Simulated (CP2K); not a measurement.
MgB2:

```
CELL_PARAMETERS angstrom
3.08500 0.00000 0.00000
-1.54250 2.67169 0.00000
0.00000 0.00000 3.52300
ATOMIC_POSITIONS crystal
Mg 0.00000 0.00000 0.00000
B 0.66667 0.33333 0.50000
B 0.33333 0.66667 0.50000
```

Base run:

```yaml
Program: CP2K 2026.2
Functional: PBE
Potentials_or_basis: POTENTIAL_UZH Mg GTH-PBE-q10, B GTH-PBE-q3; TZVP-MOLOPT-PBE-GTH basis
Density_cutoff: 19048 eV
k_mesh: 10 × 10 × 8
Occupations: fermi-dirac, width 0.1 eV
Spin: no spin polarisation
```

Its results: band gap on the k mesh none (metal or under the smearing width); pressure 0.2 GPa.

**Question.** After a change of settings the same cell gave: band gap on the k mesh none (metal or under the smearing width); pressure -1.0 GPa. Which change was it?
A. occupations from fermi-dirac, width 0.1 eV to fermi-dirac, width 0.05 eV; eps_default from 1.0E-9 to 1.0E-10; potential files from those of the base run to others of the same set
B. occupations from fermi-dirac, width 0.1 eV to fermi-dirac, width 0.01 eV; ngrids from 4 to 5
C. functional from PBE to PBEsol; eps_default from 1.0E-9 to 1.0E-10

**Answer.** C.

Caveats: the basis of atomic orbitals isn't converged, which shifts pressures, moduli and gaps; the potentials were made for another functional, which shifts forces and pressure (some runs).

Not every run made on this cell is shown here.
